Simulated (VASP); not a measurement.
Wanted: the native input for a VASP 6.6.1 run.

* Task: relaxation of cell and atoms
* Functional: PBEsol
* Potentials or basis: VASP PAW PBE potentials, release 64 (Mg, Te)
* Cutoff: 600 eV
* k mesh: 9 × 9 × 4
* Occupations: gaussian, width 0.03 eV
* Spin: no spin polarisation
* Further INCAR settings: ALGO = Normal; EDIFF = 1e-06; IBRION = 2; EDIFFG = -0.01; NSW = 90; ISIF = 3

The structure of MgTe lies in POSCAR:

```
MgTe
1.0
    4.5200000000      0.0000000000      0.0000000000
   -2.2600000000      3.9144348251      0.0000000000
    0.0000000000      0.0000000000      7.3300000000
Mg Te
2 2
Direct
    0.3333333333      0.6666666667      0.0000000000
    0.6666666667      0.3333333333      0.5000000000
    0.3333333333      0.6666666667      0.3850000000
    0.6666666667      0.3333333333      0.8850000000
```

These files were run (other wordings do the same):

INCAR

```
SYSTEM = MgTe
  ALGO = Normal
  EDIFF = 1E-6
  EDIFFG = -0.01
  ENCUT = 600
  GGA = PS
  IBRION = 2
  ISIF = 3
  ISMEAR = 0
  LASPH = .TRUE.
  LCHARG = .FALSE.
  LREAL = .FALSE.
  LWAVE = .FALSE.
  NELM = 80
  NSW = 90
  PREC = Accurate
  SIGMA = 0.03
```

KPOINTS

```
k-points
0
G
  9 9 4
  0 0 0
```

Potentials or basis: VASP PAW PBE potentials, release 64 (Mg, Te).

Command:

```bash
$ cat potpaw_PBE.64/Mg/POTCAR potpaw_PBE.64/Te/POTCAR > POTCAR
$ mpirun -np 1 vasp_std > vasp.out
```

It gave:

- Relaxed volume: 33.40 Å³/atom
- Relaxed cell: a = 4.561 Å, b = 4.561 Å, c = 7.415 Å, α = 90.00°, β = 90.00°, γ = 120.00°
- Space group after relaxing (to 0.05 Å): P6_3mc (No. 186)
- Energy gained by relaxing: 6.8 meV/atom
- Ionic steps: 9
- Pressure after relaxing: 0.0 GPa
- Band gap on the k mesh: 2.39 eV, direct

Caveat: the PAW data sets were made with another functional, which shifts forces and pressure a little; spin-orbit coupling is left out, which moves the levels of the heavy elements.

Wall time 6.6 min on 1 thread of Intel(R) Xeon(R) Platinum 8488C (Sapphire Rapids), on a shared host, peak memory 0.33 GiB.
